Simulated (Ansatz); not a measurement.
Relaxed-ion elastic tensor of Li₃N in space group P6/mmm (No. 191; Li on 1b, Li on 2c, N on 1a) in GPa (Voigt order), PBEsol in the plane-wave PAW code Ansatz; density 1.33 g/cm³, 10.83 Å³ per atom.

```
 128  30.3   7.2   0.0   0.0   0.0
30.3   128   7.2   0.0   0.0   0.0
 7.2   7.2   147   0.0   0.0   0.0
 0.0   0.0   0.0  17.9   0.0   0.0
 0.0   0.0   0.0   0.0  17.9   0.0
 0.0   0.0   0.0   0.0   0.0  48.7
```

**Question.** Is the crystal mechanically stable?

**Answer.** Yes: the smallest eigenvalue of C is 17.9 GPa.

**Question.** Work out the Voigt, Reuss and Hill averages.

**Answer.** K_V = 54.6, K_R = 54.6, K_H = 54.6; G_V = 40.7, G_R = 30.0, G_H = 35.3 GPa.

**Question.** Give Young's modulus, Poisson's ratio, Pugh's ratio and the universal anisotropy index.

**Answer.** E = 9KG/(3K + G) = 87.2 GPa; ν = 0.23; K/G = 1.55 (brittle by the Pugh limit of 1.75); A_U = 5G_V/G_R + K_V/K_R − 6 = 1.80.

**Question.** Estimate the sound speeds and the Debye temperature.

**Answer.** v_l = √((K + 4G/3)/ρ) = 8730 m/s, v_t = √(G/ρ) = 5150 m/s, mean 5700 m/s; Θ = (h/k)(3n/4πV)^(1/3) v_m = 767 K.

**Question.** How much does each axis shrink under pressure?

**Answer.** Linear compressibilities β_i = Σ_j S_ij (j = 1 to 3): x 6.0, y 6.0, z 6.2 per TPa.

The PBEsol relaxation kept the symmetry of its start. At this level the phase is dynamically unstable (imaginary phonons).

Potentials: the later of the program's two PAW sets.
